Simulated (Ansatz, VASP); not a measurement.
Cu in VASP and in Ansatz

```
Cu
1.0
     0.00000    1.89370    1.89370
     1.89370    0.00000    1.89370
     1.89370    1.89370    0.00000
Cu
1
Cartesian
  0.0000 0.0000 0.0000
```

Change from the starting cell: volume scaled by 1.15.

Alike in both runs: task single point; functional r2SCAN0; k mesh 7 × 7 × 7; occupations fermi-dirac, width 0.02 eV; no spin polarisation.

|  | VASP | Ansatz |
| --- | --- | --- |
| version | VASP 6.6.1 | Ansatz 0.2.0 |
| potentials or method | VASP PAW PBE potentials, release 54 (Cu) | Ansatz PAW |
| plane-wave cutoff (eV) | 520 | 500 |
| valence electrons in the cell | 11 | 19 |

```tsv
	VASP	Ansatz	Ansatz less VASP
gap on the k mesh at the Fermi level (eV)	none	none	-
pressure (GPa)	-14.8	-15.0	-0.17
```

A gap of «none» marks a metal or a gap that the smearing closes. The two sets of potentials don't hold the same shells in valence.

Caveats: the k mesh is coarse (spacing up to 0.41 Å⁻¹), so the values aren't converged, least of all with exact exchange; the PAW data sets were made with another functional, which shifts forces and pressure a little (VASP); the PAW data sets come from PBE, with cores solved anew for the run's functional, which leaves a small shift of forces and pressure (Ansatz); the thresholds are loose for stress (Ansatz).
